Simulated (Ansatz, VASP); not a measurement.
# GaSb in VASP and in Ansatz

```xyz
2
Lattice="4.3261 0.0000 0.0000 2.1630 3.7465 0.0000 2.1630 1.2488 3.5322" Properties=species:S:1:pos:R:3 pbc="T T T"
Sb    6.4891    3.7465    2.6492
Ga    0.0000    0.0000    0.0000
```

Alike in both runs: task single point; functional PBE; k mesh 8 × 8 × 8; occupations gaussian, width 0.05 eV; no spin polarisation.

|  | VASP | Ansatz |
| --- | --- | --- |
| version | VASP 6.6.1 | Ansatz 0.2.0 |
| potentials or method | VASP PAW PBE potentials, release 64 (Sb, Ga_d), cutoff 520 eV | all-electron LAPW, scalar-relativistic |

```csv
,VASP,Ansatz,Ansatz less VASP
gap on the k mesh at the Fermi level (eV),0.04,0.04,+0.003
least direct gap on the mesh (eV),0.04,0.04,+0.003
pressure (GPa),2.4,2.3,-0.08
```

Ansatz ran all-electron here, so the differences hold the error of VASP's frozen core and of both bases.

Caveats: spin-orbit coupling is left out, which moves the levels of the heavy elements.
